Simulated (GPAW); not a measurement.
# GaSb (honeycomb monolayer): G0W0 on several meshes in GPAW

Wanted: mesh dependence and cost of G0W0 for GaSb (honeycomb monolayer).

Method: LDA and many-body steps on it, plane waves, in GPAW 26.7.0.

Most raw output is cut from this account.

**1. Starting point**

The cell holds 2 atoms: 1 Ga and 1 Sb. Cell: a = 4.265 Å, b = 4.265 Å, c = 11.400 Å, α = 90.0°, β = 90.0°, γ = 120.0°. Vacuum lies along c.

Structure file:

```xyz
2
Lattice="4.2655 0.0000 0.0000 -2.1327 3.6940 0.0000 0.0000 0.0000 11.4000" Properties=species:S:1:pos:R:3
Ga    0.0000    2.4627    5.3697
Sb    2.1327    1.2313    6.0301
```

The structure was relaxed with LDA. The runs that relaxed it are not among those shown. Spin-orbit coupling is left out unless a step names it.

**2. Empty states on the mesh, 6×6×1 mesh, 301 bands**

This step: GPAW 26.7.0; DFT, LDA, plane waves, PAW.

The sums over transitions need many empty states on a uniform mesh; this step solves for them.

run.py reads:

```python
import json
import numpy as np
from gpaw.mpi import world
from gpaw import GPAW

calc = GPAW('gs.gpw').fixed_density(kpts={'size': (6, 6, 1), 'gamma': True},
    parallel={'domain': 1, 'band': 1},
    txt='nscf.txt')
calc.diagonalize_full_hamiltonian(nbands=301)
calc.write('full.gpw', mode='all')
res = {}
kpts = calc.get_ibz_k_points()
res['kpts'] = kpts
res['eigenvalues'] = [calc.get_eigenvalues(kpt=k) for k in range(len(kpts))]
res['n_electrons'] = calc.get_number_of_electrons()

if world.rank == 0:
    with open('result.json', 'w') as f:
        json.dump(res, f, default=lambda x: x.tolist())
```

Run with:

```sh
$ mpirun -n 7 gpaw python run.py
```

Wall time 38 s (7 MPI ranks of Intel Xeon Platinum 8488C (Sapphire Rapids), shared host); peak memory 7.8 GiB.

Numbers from this step:

```
gap                                                           : 1.061 eV
k of the valence top                                          : 0, 0, 0
k of the conduction bottom                                    : 0, 0, 0
least direct gap                                              : 1.061 eV
k points computed                                             : 7
lowest point of the top converged band, above the valence top : 78.1972 eV
```

On this mesh the gap is 1.061 eV.

**3. 6×6×1**

Now the one-shot GW correction: screening in the RPA, then the self-energy of the levels asked for.

This step: G0W0 on LDA, plane waves, PAW.

run.py reads:

```python
import json
import numpy as np
from gpaw.mpi import world
from gpaw.response.g0w0 import G0W0

gw = G0W0('full.gpw',
    filename='gw',
    kpts=[0],
    bands=(7, 11),
    ecut=24,
    nbands=47,
    truncation='2D',
    integrate_gamma='sphere',
    q0_correction=True,
    frequencies={'type': 'nonlinear', 'domega0': 0.15, 'omega2': 15.0},
    eta=0.1,
    nblocksmax=True)
gw.calculate()
res = {mode: {k: v for k, v in r.items() if k != 'sigma_eskwn'}
       for mode, r in gw.all_results.items()}

if world.rank == 0:
    with open('result.json', 'w') as f:
        json.dump(res, f, default=lambda x: x.tolist())
```

Run with:

```sh
$ mpirun -n 8 gpaw python run.py
```

The job ended after 12 s (8 MPI ranks; peak memory 2.4 GiB; 93 s of CPU time).

Numbers from this step:

- G0W0 gap on the points computed: 2.198 eV
- least direct G0W0 gap on the computed points: 2.198 eV
- Z at the valence top: 0.7038
- Z at the conduction bottom: 0.7117
- starting gap on the mesh: 1.061 eV
- k of the valence top: 0, 0, 0
- k of the conduction bottom: 0, 0, 0

The gap on the mesh goes from 1.06 eV to 2.20 eV, a correction of +1.14 eV.

**4. Empty states on the mesh, 9×9×1 mesh, 57 bands**

This step: DFT, LDA, plane waves, PAW.

run.py reads:

```python
import json
import numpy as np
from gpaw.mpi import world
from gpaw import GPAW

calc = GPAW('gs.gpw').fixed_density(kpts={'size': (9, 9, 1), 'gamma': True},
    nbands=66,
    convergence={'bands': 57},
    txt='nscf.txt')
calc.write('full.gpw', mode='all')
res = {}
kpts = calc.get_ibz_k_points()
res['kpts'] = kpts
res['eigenvalues'] = [calc.get_eigenvalues(kpt=k) for k in range(len(kpts))]
res['n_electrons'] = calc.get_number_of_electrons()

if world.rank == 0:
    with open('result.json', 'w') as f:
        json.dump(res, f, default=lambda x: x.tolist())
```

Run with:

```sh
$ mpirun -n 8 gpaw python run.py
```

Wall time 9 s (8 MPI ranks); peak memory 1.4 GiB; 70 s of CPU time.

Numbers from this step:

- gap: 1.061 eV
- k of the valence top: 0, 0, 0
- k of the conduction bottom: 0, 0, 0
- least direct gap: 1.061 eV
- k points computed: 12
- lowest point of the top converged band, above the valence top: 23.13 eV

On this mesh the gap is 1.061 eV.

**5. 9×9×1**

This step: G0W0 on LDA, plane waves, PAW.

run.py reads:

```python
import json
import numpy as np
from gpaw.mpi import world
from gpaw.response.g0w0 import G0W0

gw = G0W0('full.gpw',
    filename='gw',
    kpts=[0],
    bands=(7, 11),
    ecut=24,
    nbands=47,
    truncation='2D',
    integrate_gamma='sphere',
    q0_correction=True,
    frequencies={'type': 'nonlinear', 'domega0': 0.15, 'omega2': 15.0},
    eta=0.1,
    nblocksmax=True)
gw.calculate()
res = {mode: {k: v for k, v in r.items() if k != 'sigma_eskwn'}
       for mode, r in gw.all_results.items()}

if world.rank == 0:
    with open('result.json', 'w') as f:
        json.dump(res, f, default=lambda x: x.tolist())
```

Run with:

```sh
$ mpirun -n 8 gpaw python run.py
```

The job ended after 25 s (8 MPI ranks; peak memory 3 GiB).

This step gave:

```
G0W0 gap on the points computed              : 2.201 eV
least direct G0W0 gap on the computed points : 2.201 eV
Z at the valence top                         : 0.7219
Z at the conduction bottom                   : 0.7254
starting gap on the mesh                     : 1.061 eV
k of the valence top                         : 0, 0, 0
k of the conduction bottom                   : 0, 0, 0
```

Against G0W0 in GPAW (6×6×1 mesh, 47 bands, screening to 24 eV, full frequency, Hilbert transform), the gap moves by +0.002 eV.

**6. The runs together**

Times are wall times on 8 MPI ranks of Intel Xeon Platinum 8488C (Sapphire Rapids), shared host, good to a factor of about two.

| run | mesh | bands | screening cutoff (eV) | DFT gap (eV) | gap on the mesh (eV) | direct (eV) | time |
| --- | --- | --- | --- | --- | --- | --- | --- |
| 6×6×1 | 6×6×1 | 47 | 24 | 1.061 | 2.198 | 2.198 | 12 s |
| 9×9×1 | 9×9×1 | 47 | 24 | 1.061 | 2.201 | 2.201 | 25 s |

**7. Results**

```
6×6×1        : 2.198 eV
9×9×1        : 2.201 eV
known limits : not at the basis limit; no spin-orbit coupling
```

What this shows: 9×9×1: +0.002 eV against 6×6×1. Bands and cutoff are finite, so the gap is not at the basis limit. The miss can reach some tenths of an eV and take either sign; the mesh is an error of its own. These stock PAW sets were not made for GW; the filled d or f shell of Ga lies in the frozen core, which bears on start and correction. In the G0W0 runs levels were corrected at 1 k point alone, so a gap called «on the mesh» is the least over those, and an edge elsewhere would be missed. Mesh or cutoff lie under what a gap needs, so these runs test behaviour and cost; their gaps are not to be quoted. The many-body steps are scalar-relativistic: spin-orbit coupling is not in them.

[Paths, hosts, dates, memory and timing lines, banners, echoed tables and standing remarks are left out of the program output.]

[Logs are printed without paths, hosts, clocks, repeated set-up lines and the standing remarks that a program may print on its own settings, such as how far it seeks lower states.]

[Runs of the session that timed out or met a known fault of the program may be left out.]

[Hosts, paths, dates, database ids (printed as entryN), source tags and the programs' standing remarks are cut or masked in the printed files.]
